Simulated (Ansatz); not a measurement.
**AlNi3: single point with PBE**

The system is AlNi3.

```
Ni Al
1.0
     3.52305    0.00000    0.00000
     0.00000    3.52305    0.00000
     0.00000    0.00000    3.52305
Ni Al
3 1
Direct
  0.50000 0.50000 0.00000
  0.50000 0.00000 0.50000
  0.00000 0.50000 0.50000
  0.00000 0.00000 0.00000
```

The cell is a database's computed one.

```yaml
Program: Ansatz 0.2.0
Task: single point
Functional: PBE
Potentials_or_basis: Ansatz PAW
Cutoff: "420 eV (not typed: the program's choice for these potentials)"
k_mesh: 8 × 8 × 8
Occupations: gaussian, width 0.02 eV
Spin: collinear spin, ferromagnetic start
Starting_moments: "[1.0, 1.0, 1.0, 0.0] μB"
```

The pressure is 7.4 GPa and the band gap on the k mesh is none (metal or under the smearing width). The net moment is 0.82 μB per cell, the absolute moment is 1.01 μB per cell and the site moments are Ni +0.30; Al -0.02 μB.

Levels at points of the mesh, in eV from the Fermi level:
Spin up:
| k point | band 27 | band 28 | band 29 | band 30 | band 31 | band 32 |
| --- | --- | --- | --- | --- | --- | --- |
| (0.00, 0.00, 0.00) | -0.10 | -0.10 | 0.84 | 0.84 | 0.84 | 6.68 |
| (0.00, 0.00, -0.50) | -1.10 | -0.53 | -0.10 | 5.63 | 5.63 | 5.64 |
| (0.00, -0.50, -0.50) | -1.05 | -1.00 | -0.61 | 0.86 | 0.86 | 8.26 |
| (-0.50, -0.50, -0.50) | -1.11 | -0.29 | -0.27 | -0.27 | -0.27 | 3.59 |
Spin down:
```
              k point  band 25  band 26  band 27  band 28  band 29  band 30  band 31  band 32
   (0.00, 0.00, 0.00)     0.05     0.40     0.40     0.40     0.80     0.80     0.80     6.80
  (0.00, 0.00, -0.50)    -0.93    -0.93    -0.83    -0.31     0.40     5.70     5.70     5.71
 (0.00, -0.50, -0.50)    -1.16    -1.13    -0.79    -0.58    -0.45     1.20     1.20     8.32
(-0.50, -0.50, -0.50)    -1.19    -0.90    -0.90    -0.31     0.16     0.16     0.16     3.70
```

It took 3.9 s on 2 threads of Intel(R) Xeon(R) 6975P-C (Granite Rapids) (shared host), peak memory 0.48 GiB.
